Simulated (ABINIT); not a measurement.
# TiSe (P4/nmm) in ABINIT: single point with PBEsol

Aim: the single point of TiSe with PBEsol.

Program: ABINIT 10.8.3 (patched build). These are calculated values, not measurements. Logs are shortened: lines on timing, memory, paths and dates and some standing lists are left out, and cuts for length are marked. The log counts tension as positive stress, the text compression.

## Step 1: Starting point

The structure is tetragonal, space group P4/nmm (No. 129). Conventional cell: a = 4.178 Å, b = 4.178 Å, c = 5.984 Å, α = 90.00°, β = 90.00°, γ = 90.00°. Se (site symmetry 4mm) is surrounded by 4 Ti at 2.53 Å. Ti (site symmetry -4m2) has 4 Se at 2.53 Å as nearest neighbours.

The cell comes from a database or a generator and needn't be the stable form of this composition.

## Step 2: Single point, PBEsol

The input, run.abi:

```
pp_dirpath "./"
pseudos "Se.upf, Ti.upf"

acell 3*1.0 Angstrom
rprim
     4.1783570000     0.0000000000     0.0000000000
     0.0000000000     4.1783570000     0.0000000000
     0.0000000000     0.0000000000     5.9844230000
ntypat 2
znucl 34 22
natom 4
typat 1 1 2 2
xred
     0.0000000000     0.5000000000     0.7605560000
     0.5000000000     0.0000000000     0.2394440000
     0.0000000000     0.0000000000     0.0000000000
     0.5000000000     0.5000000000     0.0000000000

ecut 39.0

kptopt 1
ngkpt 5 5 4
nshiftk 1
shiftk 0.0 0.0 0.0

ixc -116133

nband 34
occopt 3
tsmear 0.05 eV

nstep 100
tolvrs 1.0e-10

iomode 3
prtwf 0
prtden 0
prteig 0
prtebands 0
prtvol 2
```

Potentials or basis: PseudoDojo NC SR PBEsol v0.4.1 standard.

Launch:

```sh
mpirun --bind-to none -np 4 abinit run.abi > log 2>&1
```

run.abo:

```text
.Version 10.8.3 of ABINIT
 Symmetries : space group P4/n m m (#129); Bravais tP (primitive tetrag.)
================================================================================
 Values of the parameters that define the memory need of the present run
     intxc =       0    ionmov =       0      iscf =       7    lmnmax =       6
     lnmax =       6     mgfft =      64  mpssoang =       3    mqgrid =    3180
     natom =       4  nloc_mem =       1    nspden =       1   nspinor =       1
    nsppol =       1      nsym =      16    n1xccc =    2501    ntypat =       2
    occopt =       3   xclevel =       2
       mpw =        8228          nfft =      147456          nkpt =          18
================================================================================
================================================================================

--------------------------------------------------------------------------------
------------- Echo of variables that govern the present computation ------------
--------------------------------------------------------------------------------
 -outvars: echo values of preprocessed input variables --------
            acell      1.8897261259E+00  1.8897261259E+00  1.8897261259E+00 Bohr
              amu      7.89600000E+01  4.78800000E+01
             ecut      3.90000000E+01 Hartree
              ixc     -116133
         kptrlatt        5    0    0      0    5    0      0    0    4
          kptrlen      3.94797519E+01
            natom           4
            nband          34
            ngfft          48      48      64
             nkpt          18
            nstep         100
             nsym          16
           ntypat           2
           occopt           3
           prtden           0
        prtebands           0
           prteig           0
           prtvol           2
            prtwf           0
            rprim      4.1783570000E+00  0.0000000000E+00  0.0000000000E+00
                       0.0000000000E+00  4.1783570000E+00  0.0000000000E+00
                       0.0000000000E+00  0.0000000000E+00  5.9844230000E+00
          spgroup         129
           tolvrs      1.00000000E-10
           tsmear      1.83746611E-03 Hartree
            typat      1  1  2  2
           xangst      0.0000000000E+00  2.0891785000E+00  4.5514888192E+00
                       2.0891785000E+00  0.0000000000E+00  1.4329341808E+00
                       0.0000000000E+00  0.0000000000E+00  0.0000000000E+00
                       2.0891785000E+00  2.0891785000E+00  0.0000000000E+00
            xcart      0.0000000000E+00  3.9479751931E+00  8.6010673334E+00
                       3.9479751931E+00  0.0000000000E+00  2.7078531582E+00
                       0.0000000000E+00  0.0000000000E+00  0.0000000000E+00
                       3.9479751931E+00  3.9479751931E+00  0.0000000000E+00
             xred      0.0000000000E+00  5.0000000000E-01  7.6055600000E-01
                       5.0000000000E-01  0.0000000000E+00  2.3944400000E-01
                       0.0000000000E+00  0.0000000000E+00  0.0000000000E+00
                       5.0000000000E-01  5.0000000000E-01  0.0000000000E+00
            znucl       34.00000   22.00000

================================================================================

 chkinp: Checking input parameters for consistency.

================================================================================
== DATASET  1 ==================================================================

--- !DatasetInfo
iteration_state: {dtset: 1, }
dimensions: {natom: 4, nkpt: 18, mband: 34, nsppol: 1, nspinor: 1, nspden: 1, mpw: 8228, }
cutoff_energies: {ecut:  39.0, pawecutdg:  -1.0, }
electrons: {nelect:   5.60000000E+01, charge:   0.00000000E+00, occopt:   3.00000000E+00, tsmear:   1.83746611E-03, }
meta: {optdriver: 0, ionmov: 0, optcell: 0, iscf: 7, paral_kgb: 0, }
...

 Real(R)+Recip(G) space primitive vectors, cartesian coordinates (Bohr,Bohr^-1):
 R(1)=  7.8959504  0.0000000  0.0000000  G(1)=  0.1266472  0.0000000  0.0000000
 R(2)=  0.0000000  7.8959504  0.0000000  G(2)=  0.0000000  0.1266472  0.0000000
 R(3)=  0.0000000  0.0000000 11.3089205  G(3)=  0.0000000  0.0000000  0.0884258
 Unit cell volume ucvol=  7.0506632E+02 bohr^3
 Angles (23,13,12)=  9.00000000E+01  9.00000000E+01  9.00000000E+01 degrees

 getcut: wavevector=  0.0000  0.0000  0.0000  ngfft=  48  48  64
         ecut(hartree)=     39.000   => boxcut(ratio)=   2.01308

--- Pseudopotential description ------------------------------------------------
- pspini: atom type   1  psp file is ./Se.upf
12 -116133 2 -1 1198                          pspcod,pspxc,lmax,lloc,mmax
     nproj     2     2     2

- pspini: atom type   2  psp file is ./Ti.upf
12 -116133 2 -1 1586                          pspcod,pspxc,lmax,lloc,mmax
[... 101 lines left out ...]
  7.38E-17 4.90E-17 2.09E-16 1.57E-16 2.71E-16 2.04E-16 3.03E-16 3.21E-16
  1.67E-16 5.11E-16 5.67E-15 1.29E-12 1.62E-10 4.10E-10 8.36E-08 1.34E-07
  4.75E-08 1.77E-06
   0.4000  0.0000  0.0000    1  4.69188E-05 kpt; spin; max resid(k); each band:
  2.02E-16 1.75E-16 8.44E-19 1.79E-18 8.32E-18 7.86E-18 7.05E-18 6.83E-18
  8.91E-18 8.17E-18 7.16E-19 5.48E-19 1.37E-16 9.27E-17 2.20E-16 1.94E-16
  1.42E-16 1.17E-16 1.74E-16 1.61E-16 2.85E-16 2.35E-16 3.29E-16 5.71E-16
  2.68E-16 6.69E-16 3.41E-14 6.11E-13 2.85E-12 5.01E-11 2.72E-10 1.50E-10
[... 76 lines left out ...]
  1.38E-16 3.21E-17 2.02E-16 1.34E-16 2.54E-16 2.45E-16 1.12E-16 5.33E-16
  4.47E-16 1.69E-16 2.01E-15 3.67E-13 3.42E-12 3.96E-11 5.69E-08 1.11E-07
  9.55E-06 8.42E-06
   0.4000  0.2000  0.5000    1  1.43241E-06 kpt; spin; max resid(k); each band:
  2.05E-16 1.70E-16 8.48E-19 1.42E-18 7.85E-18 7.49E-18 6.61E-18 6.98E-18
  9.00E-18 8.25E-18 7.47E-19 6.18E-19 1.60E-16 1.17E-16 2.90E-16 2.40E-16
  9.66E-17 5.25E-17 1.83E-16 1.62E-16 3.06E-16 3.40E-16 5.17E-16 2.87E-16
  4.43E-16 2.82E-16 2.31E-14 5.37E-14 1.93E-12 3.86E-12 3.69E-10 8.25E-09
  2.44E-08 1.43E-06
   0.4000  0.4000  0.5000    1  8.05530E-08 kpt; spin; max resid(k); each band:
  1.99E-16 1.86E-16 7.01E-19 9.48E-19 7.47E-18 7.38E-18 6.40E-18 6.59E-18
  9.06E-18 8.78E-18 7.42E-19 6.96E-19 1.46E-16 1.31E-16 3.27E-16 3.12E-16
  4.98E-17 1.98E-17 1.65E-16 1.53E-16 3.32E-16 4.20E-16 1.96E-16 1.34E-16
  4.91E-16 2.52E-16 6.07E-15 7.70E-15 4.75E-13 6.12E-14 4.57E-09 1.51E-09
  6.86E-08 8.06E-08
 reduced coordinates (array xred) for    4 atoms
       0.000000000000      0.500000000000      0.760556000000
       0.500000000000      0.000000000000      0.239444000000
       0.000000000000      0.000000000000      0.000000000000
       0.500000000000      0.500000000000      0.000000000000
 rms dE/dt=  3.2135E-02; max dE/dt=  7.8714E-02; dE/dt below (all hartree)
    1       0.000000000000      0.000000000000     -0.078713511266
    2       0.000000000000      0.000000000000      0.078713511266
    3       0.000000000000      0.000000000000      0.000000000000
    4       0.000000000000      0.000000000000      0.000000000000

 cartesian coordinates (angstrom) at end:
    1      0.00000000000000     2.08917850000000     4.55148881918800
    2      2.08917850000000     0.00000000000000     1.43293418081200
    3      0.00000000000000     0.00000000000000     0.00000000000000
    4      2.08917850000000     2.08917850000000     0.00000000000000

 cartesian forces (hartree/bohr) at end:
    1     -0.00000000000000    -0.00000000000000     0.00696030282681
    2     -0.00000000000000    -0.00000000000000    -0.00696030282681
    3     -0.00000000000000    -0.00000000000000     0.00000000000000
    4     -0.00000000000000    -0.00000000000000     0.00000000000000
 frms,max,avg= 2.8415317E-03 6.9603028E-03   0.000E+00  0.000E+00  0.000E+00 h/b

 cartesian forces (eV/Angstrom) at end:
    1     -0.00000000000000    -0.00000000000000     0.35791316185846
    2     -0.00000000000000    -0.00000000000000    -0.35791316185846
    3     -0.00000000000000    -0.00000000000000     0.00000000000000
    4     -0.00000000000000    -0.00000000000000     0.00000000000000
 frms,max,avg= 1.4611744E-01 3.5791316E-01   0.000E+00  0.000E+00  0.000E+00 e/A
 length scales=  1.889726125908  1.889726125908  1.889726125908 bohr
              =  1.000000000000  1.000000000000  1.000000000000 angstroms
 Fermi (or HOMO) energy (hartree) =   0.17491   Average Vxc (hartree)=  -0.34633
 Eigenvalues (hartree) for nkpt=  18  k points:
 kpt#   1, nband= 34, wtk=  0.01000, kpt=  0.0000  0.0000  0.0000 (reduced coord)
  -1.92111   -1.91849   -1.60042   -1.60038   -1.60036   -1.60036   -1.60034   -1.60034
  -1.60006   -1.60005   -1.59968   -1.59968   -1.06074   -1.05752   -1.05471   -1.05471
  -1.04417   -1.04417   -0.34399   -0.32084   -0.01163    0.03019    0.03241    0.03241
   0.04994    0.04994    0.12499    0.19873    0.20217    0.21192    0.22161    0.23709
   0.23709    0.25222
      occupation numbers for kpt#   1
   2.00000    2.00000    2.00000    2.00000    2.00000    2.00000    2.00000    2.00000
   2.00000    2.00000    2.00000    2.00000    2.00000    2.00000    2.00000    2.00000
   2.00000    2.00000    2.00000    2.00000    2.00000    2.00000    2.00000    2.00000
   2.00000    2.00000    2.00000    0.00000    0.00000    0.00000    0.00000    0.00000
   0.00000    0.00000
 kpt#   2, nband= 34, wtk=  0.04000, kpt=  0.2000  0.0000  0.0000 (reduced coord)
  -1.92086   -1.91874   -1.60042   -1.60039   -1.60036   -1.60034   -1.60034   -1.60034
  -1.60005   -1.60005   -1.59969   -1.59968   -1.06041   -1.05781   -1.05391   -1.05372
  -1.04539   -1.04519   -0.33956   -0.32068   -0.00249    0.02032    0.03180    0.03431
   0.03826    0.04884    0.13430    0.18247    0.19933    0.20427    0.22742    0.23210
[... 184 lines left out ...]
   2.00000    2.00000    2.00000    2.00000    2.00000    2.00000    2.00000    2.00000
   2.00000    2.00000    1.99999    1.99446    0.10106    0.01705    0.00000    0.00000
   0.00000    0.00000
 kpt#  18, nband= 34, wtk=  0.04000, kpt=  0.4000  0.4000  0.5000 (reduced coord)
  -1.91991   -1.91966   -1.60041   -1.60041   -1.60035   -1.60035   -1.60031   -1.60031
  -1.60005   -1.60005   -1.59969   -1.59969   -1.05917   -1.05885   -1.05669   -1.05573
  -1.04413   -1.04310   -0.32094   -0.31980   -0.01056   -0.00378    0.02902    0.03268
   0.05664    0.05739    0.14669    0.15050    0.16512    0.16552    0.21184    0.22049
   0.22390    0.22900
      occupation numbers for kpt#  18
   2.00000    2.00000    2.00000    2.00000    2.00000    2.00000    2.00000    2.00000
   2.00000    2.00000    2.00000    2.00000    2.00000    2.00000    2.00000    2.00000
   2.00000    2.00000    2.00000    2.00000    2.00000    2.00000    2.00000    2.00000
   2.00000    2.00000    2.00000    2.00000    1.99038    1.98803    0.00000    0.00000
   0.00000    0.00000
 Total charge density [el/Bohr^3]
)     Maximum=    2.4436E+00  at reduced coord.    0.0000    0.5625    0.7188
)Next maximum=    2.4436E+00  at reduced coord.    0.9375    0.5000    0.7188
)     Minimum=    1.3853E-03  at reduced coord.    0.0000    0.0000    0.5000
)Next minimum=    1.3853E-03  at reduced coord.    0.5000    0.5000    0.5000
   Integrated=    5.6000E+01

--- !EnergyTerms
iteration_state     : {dtset: 1, }
comment             : Components of total free energy in Hartree
kinetic             :  2.03967898135679E+02
hartree             :  1.28883374492345E+02
xc                  : -6.52619819940651E+01
Ewald energy        : -1.74392164083109E+02
psp_core            :  6.98112457751661E+00
local_psp           : -3.56805313218569E+02
non_local_psp       : -1.04311925381852E+02
internal            : -3.60938987472055E+02
'-kT*entropy'       : -9.71374156880421E-04
total_energy        : -3.60939958846212E+02
total_energy_eV     : -9.82167663177277E+03
band_energy         : -5.26731202666297E+01
...

 Cartesian components of stress tensor (hartree/bohr^3)
  sigma(1 1)=  1.19985154E-04  sigma(3 2)=  0.00000000E+00
  sigma(2 2)=  1.19985154E-04  sigma(3 1)=  0.00000000E+00
  sigma(3 3)=  9.05985580E-05  sigma(2 1)=  0.00000000E+00

-Cartesian components of stress tensor (GPa)         [Pressure= -3.2419E+00 GPa]
- sigma(1 1)=  3.53008510E+00  sigma(3 2)=  0.00000000E+00
- sigma(2 2)=  3.53008510E+00  sigma(3 1)=  0.00000000E+00
- sigma(3 3)=  2.66550160E+00  sigma(2 1)=  0.00000000E+00

== END DATASET(S) ==============================================================
================================================================================

 -outvars: echo values of variables after computation  --------
            acell      1.8897261259E+00  1.8897261259E+00  1.8897261259E+00 Bohr
           etotal     -3.6093995885E+02
            fcart     -0.0000000000E+00 -0.0000000000E+00  6.9603028268E-03
                      -0.0000000000E+00 -0.0000000000E+00 -6.9603028268E-03
                      -0.0000000000E+00 -0.0000000000E+00  6.5052130349E-19
                      -0.0000000000E+00 -0.0000000000E+00  6.5052130349E-19
            rprim      4.1783570000E+00  0.0000000000E+00  0.0000000000E+00
                       0.0000000000E+00  4.1783570000E+00  0.0000000000E+00
                       0.0000000000E+00  0.0000000000E+00  5.9844230000E+00
           strten      1.1998515374E-04  1.1998515374E-04  9.0598558049E-05
                       0.0000000000E+00  0.0000000000E+00  0.0000000000E+00
           xangst      0.0000000000E+00  2.0891785000E+00  4.5514888192E+00
                       2.0891785000E+00  0.0000000000E+00  1.4329341808E+00
                       0.0000000000E+00  0.0000000000E+00  0.0000000000E+00
                       2.0891785000E+00  2.0891785000E+00  0.0000000000E+00
             xred      0.0000000000E+00  5.0000000000E-01  7.6055600000E-01
                       5.0000000000E-01  0.0000000000E+00  2.3944400000E-01
                       0.0000000000E+00  0.0000000000E+00  0.0000000000E+00
                       5.0000000000E-01  5.0000000000E-01  0.0000000000E+00
 Calculation completed.
```

It took 1.8 min on 4 MPI ranks of Arm Neoverse V2, shared host; peak memory 0.48 GiB.

What came out:

| Quantity | Value |
| --- | --- |
| Free energy | -9821.6766 eV |
| Pressure | -3.2 GPa |
| Largest force | 0.358 eV/Å |
| Band gap on the k mesh | none (metal or under the smearing width) |
| Valence electrons inside the program's atomic spheres | Se 13.26; Ti 9.56 |

Forces on the atoms (eV/Å):
```
Se   0.000  0.000  0.358
Se   0.000  0.000 -0.358
Ti   0.000  0.000  0.000
Ti   0.000  0.000  0.000
```

Stress tensor (GPa, compression positive):
```
-3.53  0.00  0.00
 0.00 -3.53  0.00
 0.00  0.00 -2.67
```

Caveat: this functional lacks dispersion, which binds the layers, so the pressure and a relaxed spacing across them are unreliable.
